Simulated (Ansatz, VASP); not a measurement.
## Sr in VASP and in Ansatz

INCAR

```
SYSTEM = Sr
PREC = Accurate ; ENCUT = 520
EDIFF = 1E-6 ; ISMEAR = 0
SIGMA = 0.05 ; LREAL = .FALSE.
LASPH = .TRUE. ; NELM = 80
ALGO = Normal ; ISIF = 2
LWAVE = .FALSE. ; LCHARG = .TRUE.
GGA = PS ; LELF = .TRUE.
LVHAR = .TRUE. ; NBANDS = 17
```

Contents of KPOINTS:

```
Automatic mesh
0
G
  12 12 6
  0 0 0
```

File POSCAR:

```
Sr
1.0
    4.3100000000      0.0000000000      0.0000000000
   -2.1550000000      3.7325694900      0.0000000000
    0.0000000000      0.0000000000      7.0500000000
Sr
2
Direct
    0.3333333300      0.6666666700      0.2500000000
    0.6666666700      0.3333333300      0.7500000000
```

Input for Ansatz:

```yaml
crystal:
  lattice:
    - [4.31, 0.0, 0.0]
    - [-2.155, 3.73256949, 0.0]
    - [0.0, 0.0, 7.05]
  atoms:
    - { symbol: Sr, position: [0.33333333, 0.66666667, 0.25] }
    - { symbol: Sr, position: [0.66666667, 0.33333333, 0.75] }
basis:
  ecutwfc: 420
kpoints:
  mp_grid: { grid: [12, 12, 6] }
hamiltonian:
  xc: pbesol
scf:
  occupations: { method: gaussian, width: 0.05 }
output:
  forces: true
  eigenvalues: true
  eigenstates:
    nscf_kmesh: { grid: [30, 30, 16] }
    top_band: c6
    de_dk: true
    localisation: false
  stress: true
checkpoint:
  write: ck
  compress: false
  write_wavefunctions: false
  write_every: 100000
```

This isn't the form of Sr at room conditions, which is fcc.

Alike in both runs: task single point; functional PBEsol; k mesh 12 × 12 × 6; occupations gaussian, width 0.05 eV; no spin polarisation.

|  | VASP | Ansatz |
| --- | --- | --- |
| version | VASP 6.6.1 | Ansatz 0.2.0 |
| potentials or method | VASP PAW PBE potentials, release 64 (Sr_sv) | scalar-relativistic, plane waves, PAW |
| plane-wave cutoff (eV) | 520 | 420 |
| valence electrons in the cell | 20 | 20 |

|  | VASP | Ansatz | Ansatz less VASP |
| --- | --- | --- | --- |
| pressure (GPa) | -0.8 | -0.8 | -0.01 |

The functional is the same, so the differences come from potentials, cutoffs and numerics.

Caveats: the PAW data sets were made with another functional, which shifts forces and pressure a little (VASP).
